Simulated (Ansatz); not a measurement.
## Li: checking dH/dP = V

These are results of DFT r2SCAN, scalar-relativistic, plane waves, PAW in Ansatz, not measurements. Run with 500 eV cutoff, 16×16×16 k-mesh, Gaussian smearing of 0.10 eV, no spin polarisation.

The relaxed crystal:

```
CELL_PARAMETERS angstrom
0.00000 2.18820 2.18820
2.18820 0.00000 2.18820
2.18820 2.18820 0.00000
ATOMIC_POSITIONS crystal
Li 0.00000 0.00000 0.00000
```

Cell and atoms were relaxed at each target pressure within the start's symmetry (Fm-3m), at zero temperature; other phases can be more stable under pressure. H = E + PV with P the target; E is the free energy at the smearing used, whose derivative the pressure is, per atom and counted from zero pressure. The mesh named is that at zero pressure; some other pressures ran on another.

```
P (GPa) V (Å³/atom) E − E0 (meV) H − H0 (meV)
      0       20.955           0.0           0.0
      1       19.527           4.4         126.3
      4       16.879          43.8         465.2
     12       13.479         201.8        1211.3
     25       10.942         483.1        2190.5
     50        8.689         987.5        3699.1
     90        6.991        1704.1        5630.9
```

Problem. Thermodynamics gives dH/dP = V along a relaxed path. Integrate V over P by the trapezoid rule and compare with the computed enthalpies.

Solution. With 1 eV/Å³ = 160.22 GPa, each step adds the mean volume times ΔP / 160.22:
```tsv
P (GPa)	∫V dP (meV)	H − H0 (meV)	difference (meV)
1	126.3	126.3	0.1
4	467.2	465.2	2.0
12	1225.1	1211.3	13.8
25	2215.9	2190.5	25.4
50	3747.4	3699.1	48.4
90	5704.7	5630.9	73.8
```

V(P) curves upward, so the trapezoid rule runs high; integrating a smooth curve through the same points (P as a polynomial of degree 4 in ln V) puts that excess at about 75.3 meV at 90 GPa, against the 73.8 meV found.

Problem. At 90 GPa, how much of the enthalpy change is stored energy and how much is the PV term?

Solution. E rises by 1704 meV/atom and PV is 90 × 6.991 / 160.22 = 3927 meV/atom, so PV makes 70 % of ΔH. So between rival structures at high pressure a small difference in volume can outweigh the difference in energy: 1 % of this volume is worth 39.3 meV/atom at this pressure.

Problem. What bulk modulus do the lowest pressures give?

Solution. From the pressures that the runs reached, -0.96 GPa (22.808 Å³) and 1.03 GPa (19.527 Å³), B = −ΔP/Δln V = 1.99 / 0.1553 = 13 GPa, a mean over that range.

This fcc form isn't the element's structure at ambient conditions.